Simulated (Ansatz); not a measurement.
# Uniaxial strain in SrTiO3

Cell: an entry of the Crystallography Open Database (COD), its atoms then relaxed with PBE in this cell.

```xyz
10
Lattice="-2.7555 2.7555 3.8980 2.7555 -2.7555 3.8980 2.7555 2.7555 -3.8980" Properties=species:S:1:pos:R:3 pbc="T T T"
Sr    0.0000    2.7555    1.9490
Sr    2.7555    0.0000    1.9490
Ti    0.0000    0.0000    0.0000
Ti    0.0000    0.0000    3.8980
O     0.0000    0.0000    1.9490
O     0.0000    0.0000    5.8470
O     1.2583    4.0138    0.0000
O     1.4972    1.2583    0.0000
O     1.4972   -1.2583    3.8980
O     1.2583    1.4972    3.8980
```

Atom numbers follow the list; atoms alike are taken as one site, whose name carries the number of the first.

The numbers come from a DFT calculation in Ansatz (PBE, plane waves and PAW, scalar-relativistic, 420 eV cutoff, Γ-centred 8×8×8 k-points, Fermi–Dirac smearing 0.02 eV).

The cell is stretched along z (the third Cartesian axis of the run's cell), x and y held, and the ions relax again each time. Tension counts as positive.

```
strain along z (%)  stress along z (GPa)  stress along x (GPa)  gap on the k-mesh (eV)
                -3                     ?                     ?                       ?
                -2                 -14.0                  -7.2                    2.00
                -1                  -9.8                  -5.9                    1.99
                 0                  -5.9                  -4.8                    1.98
                +1                  -2.4                  -3.7                    1.97
                +2                   0.4                  -2.1                    1.99
                +3                   3.3                  -1.2                    1.97
```

(1) Estimate the row at -3 % from the others.

## Answers

(1) stress along z (GPa): -18.4; stress along x (GPa): -8.7; gap on the k-mesh (eV): 1.97. Worked: parabolas through the other 6 rows give -18.6 and -8.3 GPa at -3 %. Their slopes at zero strain are 364 GPa (the stiffness along z) and 121 GPa (the coupling of z to x). They hold at this cell, where the calculated pressure is 5.2 GPa. The gap doesn't change in one direction over the range: it is largest at -2 % (2.00 eV) and smallest at +1 % (1.97 eV), so no single slope describes it.

PBE gaps are too small, by a third to a half in many semiconductors; their changes with strain are better.

All values belong to this cell and structure model.
